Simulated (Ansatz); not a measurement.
Runs of Ansatz 0.2.0 on MoS2. It takes space group R-3m (No. 166, trigonal). Conventional cell: a = 3.171 Å, b = 3.171 Å, c = 18.345 Å, α = 90.00°, β = 90.00°, γ = 120.00°. Mo (site symmetry -3m) is surrounded by 6 S at 2.39 Å. S (site symmetry 3m) has 3 Mo at 2.39 Å as nearest neighbours. Measurements of this composition are mostly on another form, of space group No. 194.

```tsv
task	level	potentials or basis	U	k mesh	cutoff (eV)	smearing	basis error allowed	mesh quality	gap on the mesh (eV)	pressure (GPa)	largest force (eV/Å)
single point	PBEsol	all-electron LAPW, scalar-relativistic	-	6 × 6 × 6	246	fermi-dirac 0.03 eV	0.002 eV/atom	coarse	none	2.9	(a)
density of states	PBEsol	all-electron PAW datasets made for the crystal	-	10 × 10 × 10	300	fermi-dirac 0.05 eV	-	not flagged	none	2.9	(b)
density of states	PBEsol+U	all-electron LAPW, scalar-relativistic	Mo d U = 2 eV	10 × 10 × 10	246	fermi-dirac 0.05 eV	0.002 eV/atom	not flagged	none	2.8	0.74
density of states	PBEsol+U	all-electron LAPW, scalar-relativistic	Mo d U = 6 eV	10 × 10 × 10	246	fermi-dirac 0.05 eV	0.002 eV/atom	not flagged	none	2.8	0.72
band structure	LDA	all-electron LAPW, scalar-relativistic	-	10 × 10 × 10	246	fermi-dirac 0.05 eV	0.002 eV/atom	not flagged	-	0.1	0.58
```

Alike in all rows: no spin polarisation; cell as given.

Question: Fill in the values left out.

Answer: (a) 0.70; (b) 0.76.

Caveats: some runs use coarse meshes; the cell's inner coordinates are idealised or old, which leaves forces on the atoms; U is the effective U less J, on atomic orbitals that reach past the spheres (some runs); U without spin polarisation on a metal has little footing (some runs); the k mesh is thin for a metal, which can move the energy by tens of meV per atom (some runs); the program warned that the printed levels may be off, so bands, gaps and densities of states are rough (some runs).

A k mesh can miss the band edges, and the runs leave out spin-orbit coupling on Mo.

A gap of «none» marks a metal or a gap under the smearing width.

Not every run made on this cell is shown here.
